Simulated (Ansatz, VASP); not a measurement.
## Two plane-wave programs on Zn

The input INCAR:

```
ALGO     = Normal         # electronic algorithm
EDIFF    = 1E-6           # SCF threshold, eV
ENCUT    = 520            # plane-wave cutoff, eV
ISIF     = 2              # what is computed and relaxed
ISMEAR   = -1             # smearing method
LASPH    = T              # aspherical terms in the spheres
LCHARG   = T              # write CHGCAR
LELF     = T              # ELF
LREAL    = F              # projectors in reciprocal space
LVHAR    = T            
LWAVE    = F              # write WAVECAR
NBANDS   = 19             # bands
NELM     = 100            # most SCF steps
PREC     = Accurate       # precision mode
SIGMA    = 0.03           # smearing width, eV
```

The input KPOINTS:

```
k-points
0
Gamma
  14 14 7
```

The input POSCAR:

```
Zn
1.0
    2.5709734941      0.0000000000      0.0000000000
   -1.2854867470      2.2265283583      0.0000000000
    0.0000000000      0.0000000000      4.7361908757
Zn
2
Direct
    0.3333333333      0.6666666667      0.2500000000
    0.6666666667      0.3333333333      0.7500000000
```

Input for Ansatz:

```yaml
crystal:
  lattice:
    - [2.5709734941, 0.0, 0.0]
    - [-1.285486747, 2.2265283583, 0.0]
    - [0.0, 0.0, 4.7361908757]
  atoms:
    - { symbol: Zn, position: [0.3333333333, 0.6666666667, 0.25] }
    - { symbol: Zn, position: [0.6666666667, 0.3333333333, 0.75] }
hamiltonian:
  xc: lda
  pseudopotentials:
    kind: paw
    azcp:
      Zn: "pseudopotentials/Zn.paw.azcp"
basis:
  ecutwfc: 420
  fft_grid_basis: typed
kpoints:
  mp_grid: { grid: [14, 14, 7], shift: [0, 0, 0] }
magnetization:
  spin_polarized: false
scf:
  occupations: { method: fermi_dirac, width: 0.03 }
  lower_state_search: "off"
output:
  stress: true
  write_density: true
  write_potential: true
  elf: true
  volumetric_format: npy
```

Alike in both runs: task single point; functional LDA; k mesh 14 × 14 × 7; occupations fermi-dirac, width 0.03 eV; no spin polarisation.

```csv
,VASP,Ansatz
version,VASP 6.6.1,Ansatz 0.2.0
potentials or method,"VASP PAW LDA potentials, release 64 (Zn)","plane waves (420 eV) with PAW, scalar-relativistic"
plane-wave cutoff (eV),520,420
valence electrons in the cell,24,24
```

Ansatz gave:

* pressure (GPa): 0.0
* largest component of the traceless stress (GPa): 1.71

Question: What did VASP give for the same quantities?

Answer: Pressure (GPa): 0.7; largest component of the traceless stress (GPa): 1.89.

Ansatz warned: «pseudo_functional_mismatch».
